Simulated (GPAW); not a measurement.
Input of a GPAW 26.7.0 run:

File run.py:

```python
from ase import Atoms
from ase.dft.bandgap import bandgap
from ase.io import write
from ase.units import GPa
from gpaw import GPAW, PW

atoms = Atoms(['Fe', 'O'],
              cell=[[1.5188209023, 0.8768916568, 2.5195772846],
                    [-1.5188209023, 0.8768916568, 2.5195772846],
                    [0.0, -1.7537833136, 2.5195772846]],
              scaled_positions=[[0.0, 0.0, 0.0],
                                [0.5, 0.5, 0.5]],
              pbc=True)
atoms.set_initial_magnetic_moments([4.5, 0.0])

calc = GPAW(mode=PW(800),
            xc='PBE',
            kpts={'size': (11, 11, 11), 'gamma': True},
            occupations={'name': 'fermi-dirac', 'width': 0.05},
            nbands=17,
            convergence={'density': 1e-05, 'energy': 1e-05},
            maxiter=150,
            txt='gpaw.txt')
atoms.calc = calc
energy = atoms.get_potential_energy()
forces = atoms.get_forces()
stress = atoms.get_stress()
calc.write('gs.gpw')
write('result.traj', atoms)
print(f'Energy: {energy:.6f} eV')
print('Forces (eV/A):')
print(forces.round(4))
print('Stress (GPa):', (stress / GPa).round(3))
print('Moments:', calc.get_magnetic_moments().round(3))
print('Fermi level:', round(calc.get_fermi_level(), 4), 'eV')
print(f'Gap: {bandgap(calc)[0]:.4f} eV, direct: {bandgap(calc, direct=True)[0]:.4f} eV')
```

Potentials or basis: GPAW PAW data sets (gpaw-data 1.2.1), pw.

Run with:

```console
$ OMP_NUM_THREADS=1 python run.py
```

Task: What does it give for the pressure?

Result: -0.2 GPa.

Task: Estimate the site moments.

Result: Fe +3.55; O +0.24 μB.

Task: Estimate the band gap on the k mesh.

Result: None (metal or under the smearing width).

Task: What does it give for the net moment?

Result: 4.00 μB per cell.

Stress tensor (GPa, compression positive):
```
 0.07  0.00  0.00
 0.00  0.07  0.00
 0.00  0.00 -0.80
```

Caveat: a cell with one magnetic atom can't hold antiferromagnetic order, which such compounds often take; semilocal functionals often make such compounds metallic where correlation or magnetic order opens a gap, which also shifts bond lengths. With open d or f shells a metallic result of PBE can be an artefact of self-interaction; +U or a hybrid may open a gap.
